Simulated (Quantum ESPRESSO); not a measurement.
Runs of Quantum ESPRESSO 7.5 on Ta2N. Symmetry: P-3m1, No. 164, trigonal system. Conventional cell: a = 3.113 Å, b = 3.113 Å, c = 4.870 Å, α = 90.00°, β = 90.00°, γ = 120.00°. Around Ta (site symmetry 3m) lie 3 N at 2.18 Å. Around N (site symmetry -3m) lie 6 Ta at 2.18 Å. The cell comes from a database or a generator and needn't be the stable form of this composition.

| task | level | potentials or basis | U | k mesh | cutoff (eV) | form of the LDA correlation | mixing beta | SCF threshold | hubbard projectors | symmetry | mesh quality | gap on the mesh (eV) | pressure (GPa) | V0 of scaled cells (Å³/atom) | B0 (GPa) | largest force (eV/Å) |
| --- | --- | --- | --- | --- | --- | --- | --- | --- | --- | --- | --- | --- | --- | --- | --- | --- |
| equation of state | LDA | GBRV 1.5 LDA | - | 10 × 10 × 6 | 762 | PZ81 | 0.5 | 6e-10 Ry | - | - | not flagged | - | - | 12.96 | 318 | - |
| single point | PBE | SSSP 1.3 efficiency PBE | - | 10 × 10 × 6 | 816 | - | 0.5 | 6e-10 Ry | - | - | not flagged | none | -1.5 | - | - | - |
| single point | PBEsol+U | GBRV 1.5 PBEsol | Ta d U = 1 eV | 10 × 10 × 6 | 762 | - | 0.3 | 6e-10 Ry | atomic | - | not flagged | none | -10.7 | - | - | (c) |
| single point | PBEsol+U | GBRV 1.5 PBEsol | Ta d U = 3 eV | 10 × 10 × 6 | 762 | - | 0.3 | 6e-10 Ry | atomic | - | not flagged | none | (a) | - | - | 0.32 |
| equation of state | PBE | SSSP 1.3 efficiency PBE | - | 10 × 10 × 6 | 816 | - | 0.5 | 6e-10 Ry | - | - | not flagged | - | - | 13.56 | 282 | - |
| band structure | r2SCAN | SG15 PBE 1.2 | - | 6 × 6 × 4 | 1197 | - | 0.5 | 1e-08 Ry | - | off | coarse | none | (b) | - | - | 0.56 |
| equation of state | r2SCAN | SG15 PBE 1.2 | - | 4 × 4 × 2 | 1197 | - | 0.5 | 1e-08 Ry | - | off | coarse | - | - | 12.96 | (d) | - |
| single point | PBEsol+U | GBRV 1.5 PBEsol | Ta d U = 2 eV | 10 × 10 × 6 | 762 | - | 0.3 | 6e-10 Ry | atomic | - | not flagged | none | -12.3 | - | - | 0.30 |

Alike in all rows: no spin polarisation; cell as given; smearing fermi-dirac 0.05 eV.

**Question.** Fill in the values left out.

**Answer.** (a) -13.9; (b) -14.5; (c) 0.29; (d) 306.

Caveats: some runs use coarse meshes; the cell was scaled at fixed shape and fractional positions, which overstates the stiffness of a crystal with free parameters, most of all of layers and chains (some runs); U without spin polarisation on a metal has little footing (some runs); the potentials were made for another functional, which shifts forces and pressure (some runs).

A k mesh can miss the band edges, and the runs leave out spin-orbit coupling on Ta.

A gap of «none» marks a metal or a gap under the smearing width.

Not every run made on this cell is shown here.
